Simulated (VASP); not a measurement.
WS2:

```
W S
1.0
     1.57900    0.91164    6.16333
    -1.57900    0.91164    6.16333
     0.00000   -1.82327    6.16333
W S
1 2
Direct
  0.00000 0.00000 0.00000
  0.24970 0.24970 0.24970
  0.41900 0.41900 0.41900
```

Measurements of this composition are mostly on another form, of space group No. 194.

- Program: VASP 6.6.1
- Task: relaxation of cell and atoms
- Functional: PBEsol
- Dispersion: D4
- Potentials or basis: VASP PAW PBE potentials, release 64 (W_sv, S)
- Cutoff: 520 eV
- k mesh: 12 × 12 × 12
- Occupations: gaussian, width 0.02 eV
- Spin: no spin polarisation

At the start: pressure -2.7 GPa; volume 17.74 Å³/atom.

**Question.** Where does the relaxation end?

**Answer.** Over 19 steps the energy falls by 8.0 meV/atom and the volume is 16.89 Å³/atom (-4.8 %); space group R3m (No. 160, to 0.05 Å).

Step by step:
```tsv
step	energy change (eV)	largest force (eV/Å)	pressure (GPa)	volume (Å³)
1	0.0000	0.6013	-2.71	53.23
2	0.0213	1.2113	5.34	50.96
3	-0.0131	0.2837	0.18	52.34
4	-0.0151	0.2104	-0.77	52.25
5	-0.0155	0.1344	-0.50	52.28
6	-0.0174	0.0664	-0.03	51.90
7	-0.0175	0.0955	0.19	51.74
8	-0.0191	0.0830	0.16	51.58
9	-0.0227	0.0601	0.10	51.10
10	-0.0228	0.0444	0.17	50.13
11	-0.0240	0.0379	0.14	50.63
12	-0.0240	0.0355	0.14	50.58
13	-0.0241	0.0524	-0.22	50.74
14	-0.0241	0.0210	-0.06	50.67
15	-0.0241	0.0171	-0.03	50.66
16	-0.0241	0.0166	0.07	50.66
17	-0.0241	0.0060	0.02	50.66
18	-0.0241	0.0068	-0.03	50.68
19	-0.0241	0.0001	-0.01	50.67
```

Final structure:
```
W S
1.0
     1.56579    0.90401    5.96591
    -1.56579    0.90401    5.96591
     0.00000   -1.80802    5.96591
W S
1 2
Cartesian
  0.0000 0.0000 0.0116
  0.0000 0.0000 4.4091
  0.0000 0.0000 7.5475
```

Caveat: the PAW data sets were made with another functional, which shifts forces and pressure a little.
